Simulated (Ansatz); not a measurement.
## La2O3: equation of state with PBEsol

The system is La2O3.

```
CELL_PARAMETERS angstrom
6.26678 0.00000 0.00000
-3.13339 5.42719 0.00000
0.00000 0.00000 3.29977
ATOMIC_POSITIONS crystal
La 0.66667 0.33333 0.50000
La 0.33333 0.66667 0.50000
O 0.50801 0.00000 0.00000
O 0.00000 0.50801 0.00000
O 0.49199 0.49199 0.00000
```

The cell comes from a database or a generator and needn't be the stable form of this composition.

```
Program             : Ansatz 0.2.0
Task                : equation of state
Functional          : PBEsol
Potentials or basis : all-electron LAPW, scalar-relativistic
Basis error allowed : 0.002 eV/atom
k mesh              : 5 × 5 × 8
Occupations         : fermi-dirac, width 0.05 eV
Spin                : no spin polarisation
```

```yaml
Equilibrium_volume: 22.21 Å³/atom
Bulk_modulus_at_fixed_shape_and_positions: 101 GPa
Pressure_derivative_of_the_bulk_modulus: 4.3
```

Energy against volume, from the lowest point:
| volume (Å³/atom) | energy (meV/atom) |
| --- | --- |
| 21.099 | 18.40 |
| 21.548 | 5.86 |
| 21.997 | 0.00 |
| 22.446 | 0.15 |
| 22.895 | 5.70 |
| 23.344 | 16.09 |
| 23.792 | 30.84 |

All runs of the series together: 2.3 min on 4 threads of Intel(R) Xeon(R) Processor @ 2.70GHz, with other jobs on the host.

Caveat: the cell was scaled at fixed shape and fractional positions, which overstates the stiffness of a crystal with free parameters, most of all of layers and chains. The run has no spin-orbit coupling, so splittings on La are missing.
